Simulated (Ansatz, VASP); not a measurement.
## One calculation of Te, two programs

INCAR

```
SYSTEM = Te
PREC     = Accurate       ! precision mode
ENCUT    = 520            ! plane-wave cutoff, eV
EDIFF    = 1E-6           ! SCF threshold, eV
ISMEAR   = -1             ! smearing method
SIGMA    = 0.05           ! smearing width, eV
LREAL    = .False.        ! projectors in reciprocal space
LASPH    = .True.         ! aspherical terms in the spheres
NELM     = 100            ! most SCF steps
ALGO     = Normal         ! electronic algorithm
ISIF     = 2              ! what is computed and relaxed
LWAVE    = .False.        ! write WAVECAR
LCHARG   = .False.        ! write CHGCAR
GGA      = PE             ! functional
NBANDS   = 9              ! bands
```

File KPOINTS:

```
regular mesh
0
Gamma
  9 9 9
  0 0 0
```

File POSCAR:

```
Te
1.0
    2.3059043427      1.3313144930      1.6909537039
   -2.3059043427      1.3313144930      1.6909537039
    0.0000000000     -2.6626289860      1.6909537039
Te
1
Direct
    0.5000000000      0.5000000000      0.5000000000
```

Contents of KPOINTS_OPT:

```
path GPZQGFP1Q1LZ
15
line-mode
reciprocal
 0.0000000000  0.0000000000  0.0000000000  G
 0.4677709699 -0.5322290301  0.4677709699  P

 0.4677709699 -0.5322290301  0.4677709699  P
 0.5000000000 -0.5000000000  0.5000000000  Z

 0.5000000000 -0.5000000000  0.5000000000  Z
 0.4355419398  0.4355419398  0.4355419398  Q

 0.4355419398  0.4355419398  0.4355419398  Q
 0.0000000000  0.0000000000  0.0000000000  G

 0.0000000000  0.0000000000  0.0000000000  G
 0.5000000000 -0.5000000000  0.0000000000  F

 0.5000000000 -0.5000000000  0.0000000000  F
 0.5322290301 -0.4677709699 -0.4677709699  P1

 0.5322290301 -0.4677709699 -0.4677709699  P1
 0.5644580602 -0.4355419398 -0.4355419398  Q1

 0.5644580602 -0.4355419398 -0.4355419398  Q1
 0.5000000000  0.0000000000  0.0000000000  L

 0.5000000000  0.0000000000  0.0000000000  L
 0.5000000000 -0.5000000000  0.5000000000  Z
```

The input input.yaml:

```yaml
crystal:
  lattice:
    - [2.3059043427, 1.331314493, 1.6909537039]
    - [-2.3059043427, 1.331314493, 1.6909537039]
    - [0.0, -2.662628986, 1.6909537039]
  atoms:
    - { symbol: Te, position: [0.5, 0.5, 0.5] }
hamiltonian:
  xc: pbe
  pseudopotentials: { kind: paw }
kpoints:
  mp_grid: { grid: [9, 9, 9] }
scf:
  occupations: { method: fermi_dirac, width: 0.05 }
output:
  forces: true
  stress: true
  eigenvalues: true
```

This isn't the form of Te at room conditions, which is trigonal, of chains.

Alike in both runs: functional PBE; k mesh 9 × 9 × 9; occupations fermi-dirac, width 0.05 eV; no spin polarisation.

|  | VASP | Ansatz |
| --- | --- | --- |
| version | VASP 6.6.1 | Ansatz 0.2.0 |
| potentials or method | VASP PAW PBE potentials, release 64 (Te) | Ansatz PAW |
| plane-wave cutoff (eV) | 520 | 420 |
| valence electrons in the cell | 6 | 16 |
| task | band structure | single point |

Ansatz gave:

* gap on the k mesh at the Fermi level (eV): none
* pressure (GPa): 2.6
* largest component of the traceless stress (GPa): 0.05

Task: Estimate VASP's values.

Result: gap on the k mesh at the Fermi level (eV): none; pressure (GPa): 2.6; largest component of the traceless stress (GPa): 0.04.

A gap of «none» marks a metal or a gap that the smearing closes. The functional is the same, so the differences come from potentials, cutoffs and numerics. The two sets of potentials don't hold the same shells in valence.

Caveats: spin-orbit coupling is left out, which moves the levels of the heavy elements (VASP).
